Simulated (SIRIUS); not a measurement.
# TaN in SIRIUS: convergence with k mesh

TaN:

```xyz
2
Lattice="2.9380 0.0000 0.0000 -1.4690 2.5444 0.0000 0.0000 0.0000 2.8830" Properties=species:S:1:pos:R:3 pbc="T T T"
Ta    0.0000    0.0000    1.4415
N     1.4690    0.8481    0.0000
```

```yaml
Program: SIRIUS 7.10.0
Task: single point
Functional: PBE
Potentials_or_basis: PseudoDojo 0.4.1 PBE standard (scalar relativistic)
Cutoff: 1152 eV
Density_cutoff: 4606 eV
k_mesh: 2 × 2 × 2
Occupations: fermi-dirac, width 0.05 eV
Spin: no spin polarisation
```

These are the settings of the first run; the series varies k mesh, with any setting tied to it.

Hardware: 1 thread of Arm Neoverse V1 (shared host).

| k mesh | energy less the tightest run, at zero smearing (meV/atom) | pressure (GPa) | SCF cycles | CPU time (s) | peak memory (GiB) |
| --- | --- | --- | --- | --- | --- |
| 2 × 2 × 2 | -32.93 | 0.29 | 17 | 6.6 | 0.17 |
| 4 × 4 × 4 | 34.03 | 5.18 | 17 | 13 | 0.17 |
| 6 × 6 × 5 | -2.23 | 4.46 | 17 | 20 | 0.19 |
| 7 × 7 × 6 | 0.57 | 4.54 | 17 | 29 | 0.24 |
| 8 × 8 × 8 | -0.11 | 4.52 | 17 | 44 | 0.3 |
| 10 × 10 × 9 | -0.26 | 4.51 | 16 | 57 | 0.38 |
| 12 × 12 × 11 | 0.05 | 4.51 | 17 | 95 | 0.55 |
| 15 × 15 × 14 | 0.00 | 4.51 | 17 | 180 | 0.92 |

Against the tightest run, the energy stays within 1 meV/atom from 7 × 7 × 6 on; the pressure stays within 0.1 GPa from 6 × 6 × 5 on. Meshes of other sizes hit other points, so gaps and Fermi surfaces needn't settle smoothly. The tightest run that finished is the yardstick and may itself not be fully converged.

The run has no spin-orbit coupling, so splittings on Ta are missing.
